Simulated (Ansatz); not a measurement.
## Calculated quadrupolar parameters for SiO2

The cell is a Materials Project structure (computed, not necessarily an observed phase), taken as it stands.

Space group I4_1/amd:1 (No. 141); a = 13.8104, c = 6.4339 Å.

```
site  Wyckoff  site symmetry       x       y       z
 Si1      16h            .m.  0.0000  0.8653  0.1200
 Si9       4b           -4m2  0.0000  0.0000  0.5000
 O11       8c          .2/m.  0.0000  0.7500  0.1250
 O15      16g            ..2  0.5956  0.4044  0.5000
 O23      16h            .m.  0.5000  0.4043  0.8563
```

One atom of each set is listed; the run and its k-mesh use a cell of 30 atoms with edges of 10.28, 10.28, 10.28 Å.

The numbers come from a DFT calculation in Ansatz (PBE, plane waves and PAW, scalar-relativistic, 420 eV cutoff, Γ-centred 4×4×4 k-points, Fermi–Dirac smearing 0.02 eV).

V_zz is the principal component of the electric field gradient with the largest magnitude, η = (V_xx − V_yy)/V_zz and C_Q = eQV_zz/h.

17O: I = 5/2, Q = -25.58 mb. Q values from Pyykkö, Mol. Phys. 116, 1328 (2018).

(1) Which values are expected at the nuclei?

## Answers

(1) 

```
site  atoms                 first shell  V_xx, V_yy, V_zz (10²¹ V/m²)     η  C_Q (MHz)
 Si1      8          4 O at 1.59–1.62 Å           -0.052, -0.71, 0.76  0.86          –
 Si9      2               4 O at 1.61 Å             0.61, 0.61, -1.22  0.00          –
 O11      4  2 Si at 1.59 Å, angle 180°           -5.00, -5.42, 10.42  0.04      -6.44
 O15      8  2 Si at 1.62 Å, angle 140°            -3.40, -5.77, 9.16  0.26      -5.67
 O23      8  2 Si at 1.61 Å, angle 145°            -3.75, -5.52, 9.28  0.19      -5.74
```

An axis of threefold or higher order runs through Si9, so V_zz lies along it and η is zero. At O15 and O23 V_zz runs parallel to the line that joins its two neighbours (within 1°) in each case. At O11 V_zz points along the line of its two bonds (within 1°).

Si has no stable isotope with a ground-state quadrupole moment in the table, so no C_Q is given.

The largest force is 0.4 eV/Å, so the atoms aren't at the calculated equilibrium and relaxing them would move these values.

Hardware: 1 thread of Arm Neoverse V1 (aarch64; 8 cores open to the job, memory cap 2.5 GiB, no GPU), a shared host with a load of 0.6 a core. Wall time 1.9 min, CPU time 1.9 min, peak memory 1.2 GiB.
